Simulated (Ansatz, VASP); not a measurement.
# InSb3 in VASP and in Ansatz

File INCAR:

```
PREC     = Accurate       # precision mode
ENCUT    = 520            # plane-wave cutoff, eV
EDIFF    = 1E-6           # SCF threshold, eV
ISMEAR   = -1             # smearing method
SIGMA    = 0.05           # smearing width, eV
LREAL    = F              # projectors in reciprocal space
LASPH    = T              # aspherical terms in the spheres
NELM     = 80             # most SCF steps
ALGO     = Normal         # electronic algorithm
ISIF     = 2              # what is computed and relaxed
LWAVE    = F              # write WAVECAR
LCHARG   = F              # write CHGCAR
GGA      = PS             # functional
NBANDS   = 22             # bands
```

Contents of KPOINTS:

```
Automatic mesh
0
Gamma
  5 5 5
```

Contents of POSCAR:

```
InSb3
1.0
    4.8063670000     -0.0240318350      0.0000000000
   -0.0240318350      4.8063670000      0.0000000000
    0.0000000000      0.0000000000      4.8063670000
Sb In
3 1
Direct
    0.5000000000      0.5000000000      0.0000000000
    0.0000000000      0.5000000000      0.5000000000
    0.5000000000      0.0000000000      0.5000000000
    0.0000000000      0.0000000000      0.0000000000
```

input.yaml

```yaml
crystal:
  lattice:
    - [4.806367, -0.024031835, 0.0]
    - [-0.024031835, 4.806367, 0.0]
    - [0.0, 0.0, 4.806367]
  atoms:
    - { symbol: Sb, position: [0.5, 0.5, 0.0] }
    - { symbol: Sb, position: [0.0, 0.5, 0.5] }
    - { symbol: Sb, position: [0.5, 0.0, 0.5] }
    - { symbol: In, position: [0.0, 0.0, 0.0] }
hamiltonian:
  xc: pbesol
  pseudopotentials: { kind: paw }
kpoints:
  mp_grid: { grid: [5, 5, 5] }
  band_path:
    path:
      - [[0.0, 0.0, 0.0], [0.4950496275, 0.4950496275, 0.0], [0.0, 0.5, 0.0], [0.0, 0.5, 0.5], [0.4950496275, 0.4950496275, 0.5], [0.0, 0.0, 0.5], [0.0, 0.0, 0.0], [-0.5, 0.5, 0.0], [-0.4950496275, 0.5049503725, 0.0], [-0.4950496275, 0.5049503725, 0.5], [-0.5, 0.5, 0.5], [-0.5, 0.5, 0.0]]
      - [[0.0, 0.0, 0.5], [-0.5, 0.5, 0.5]]
    npoints: 14
scf:
  occupations: { method: fermi_dirac, width: 0.05 }
  n_extra_bands: 10
output:
  forces: true
  stress: true
  eigenvalues: true
  fatbands: false
```

The cell comes from a database or a generator and needn't be the stable form of this composition.

Alike in both runs: functional PBEsol; k mesh 5 × 5 × 5; occupations fermi-dirac, width 0.05 eV; no spin polarisation.

|  | VASP | Ansatz |
| --- | --- | --- |
| version | VASP 6.6.1 | Ansatz 0.2.0 |
| potentials or method | VASP PAW PBE potentials, release 64 (Sb, In_d) | Ansatz PAW |
| plane-wave cutoff (eV) | 520 | 420 |
| valence electrons in the cell | 28 | 58 |
| task | single point | band structure |

|  | VASP | Ansatz | Ansatz less VASP |
| --- | --- | --- | --- |
| gap on the k mesh at the Fermi level (eV) | none | none | - |
| pressure (GPa) | -2.5 | -2.5 | +0.02 |
| largest component of the traceless stress (GPa) | 0.06 | 0.06 | +0.001 |

A gap of «none» marks a metal or a gap that the smearing closes. The two sets of potentials don't hold the same shells in valence.

Caveats: the PAW data sets were made with another functional, which shifts forces and pressure a little (VASP); spin-orbit coupling is left out, which moves the levels of the heavy elements (Ansatz); the PAW data sets come from PBE, with cores solved anew for the run's functional, which leaves a small shift of forces and pressure (Ansatz). Spin-orbit coupling is left out, which matters for the levels of Sb.
